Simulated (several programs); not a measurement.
What each method gives for Cu2ZnSnS4 (kesterite)

Cu2ZnSnS4 built on the kesterite prototype, relaxed with r2SCAN in Ansatz, was computed with several methods. Space group I-4 (No. 82), tetragonal; conventional cell a = 5.414 Å, c = 10.823 Å, 19.83 Å³ an atom. Cu has 4 S at 2.30 Å; Zn has 4 S at 2.34 Å; Sn has 4 S at 2.44 Å; S has 2 Cu at 2.30 Å and 1 Zn at 2.34 Å and 1 Sn at 2.44 Å. Spin-unpolarised throughout. Whether this structure exists isn't addressed.

```xyz
8
Lattice="-2.7070 2.7070 5.4113 2.7070 -2.7070 5.4113 2.7070 2.7070 -5.4113" Properties=species:S:1:pos:R:3 pbc="T T T"
Cu    0.0000    0.0000    0.0000
Cu    0.0000    2.7070    2.7056
Zn    2.7070    0.0000    2.7056
Sn    0.0000    0.0000    5.4113
S     4.1029    1.2761   -1.3975
S     1.2761    1.3111    1.3975
S    -1.3959    1.4309    4.0138
S     1.4309    1.3959    6.8088
```

Gaps and times are for a single point on this cell; volume and bulk modulus come from each method's own relaxation or energy curve at fixed shape, which is too stiff where a cell has free coordinates or axes. Times are rough, from shared hosts (Arm Neoverse V1; Arm Neoverse V2), and each method has its own mesh and cell size. A double dagger marks a value from a curve with shape and coordinates held. PM7 (MOPAC), GFN1-xTB (tblite), GFN2-xTB (tblite) treat a cluster of cells at its zone centre, which samples few k points: where these miss a band edge, the gap comes out too large for that reason alone. Gaps from k meshes are read at a limited set of points (mesh, symmetry points, PBE's band edges), so each method's own least gap may be somewhat smaller. xTB and the PM methods were fitted mostly to molecules, and can miss a solid's gap by electronvolts. Minimal bases can be far off for gaps. Times of the plane-wave ladder aren't listed, since it ran on unlike processors and cards. GLLB-SC's gap includes the derivative discontinuity. d marks a direct gap, i an indirect one (no mark: not told apart), a dash a value that wasn't computed or didn't pass its checks.

```tsv
method	kind	gap (eV)	own volume (Å³/atom)	bulk modulus (GPa)	atoms computed	processor time
PBEsol	semilocal	–	19.41	–	8	–
GFN1-xTB (tblite)	tight binding	0	20.81‡	74‡	cluster	3.5 s
GFN2-xTB (tblite)	tight binding	0	21.11‡	52‡	cluster	5.9 s
light PBE (260 eV and a coarse mesh)	light plane-wave	0.28 d	–	–	8	9.9 s
PBE/SZV (CP2K)	small basis	0.06 d	21.04‡	84‡	8	31 s
PBE	semilocal	0.18 d	20.44	69‡	8	–
LDA	semilocal	0.08 d	18.81	–	8	–
r2SCAN	semilocal	0.47 d	19.83	80‡	8	–
PM7 (MOPAC)	semi-empirical	4.75	–	–	cluster	76 s
PBE/DZVP (CP2K)	small basis	0.20 d	20.70‡	66‡	8	88 s
GLLB-SC (GPAW)	model potential	1.20	–	–	8	2.8 min
PBE+SOC	semilocal	0.18 d	–	–	8	–
PBE0	hybrid	1.97 d	–	–	8	–
HSE06	hybrid	1.31 d	–	–	8	–
Hartree-Fock	exact exchange	8.29 d	–	–	8	–
```

Against HSE06 (1.31 eV) and with closed or daggered gaps left aside, the nearest gap at the points sampled is that of GLLB-SC (GPAW) (-0.11 eV) and the farthest that of Hartree-Fock (+6.98 eV). HSE06 is only a yardstick of convenience, and nearness to it can be luck.

Volumes against r2SCAN's: PBEsol -2.1 %, PBE +3.1 %, LDA -5.1 %.

Only the rows marked +SOC include spin-orbit coupling.
